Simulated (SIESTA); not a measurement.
AgCl (Chlorargyrite):

```
Ag Cl
1.0
     0.00000    2.73500    2.73500
     2.73500    0.00000    2.73500
     2.73500    2.73500    0.00000
Ag Cl
1 1
Cartesian
  0.0000 0.0000 0.0000
  2.7350 2.7350 2.7350
```

Base run:

```yaml
Program: SIESTA 5.4.2
Functional: PBE
Potentials_or_basis: PseudoDojo 0.4 standard (PBE files)
Basis: DZP (energy shift 0.003 Ry; two zetas on semicore shells)
Grid_cutoff: 800 Ry
Energy_shift: 0.003 Ry
k_mesh: 8 × 8 × 8
Occupations: fermi-dirac, width 0.05 eV
Spin: no spin polarisation
```

Its results: band gap on the k mesh 1.13 eV, indirect (least direct gap 3.52 eV); pressure 4.2 GPa.

Q: The run is repeated on the same cell with these changes: functional from PBE to PBEsol; potentials or basis from PseudoDojo 0.4 standard (PBE files) to PseudoDojo 0.4 standard (PBEsol files). What comes out?

A: Band gap on the k mesh 0.97 eV, indirect (least direct gap 3.39 eV); pressure -0.4 GPa.

Caveats: short orbitals over semicore shells can move pressures by several GPa; the basis of atomic orbitals isn't converged, which shifts pressures, moduli and gaps; the basis holds too few empty states to meet the f-sum rule, so the spectrum is short of weight at high energy (some runs).
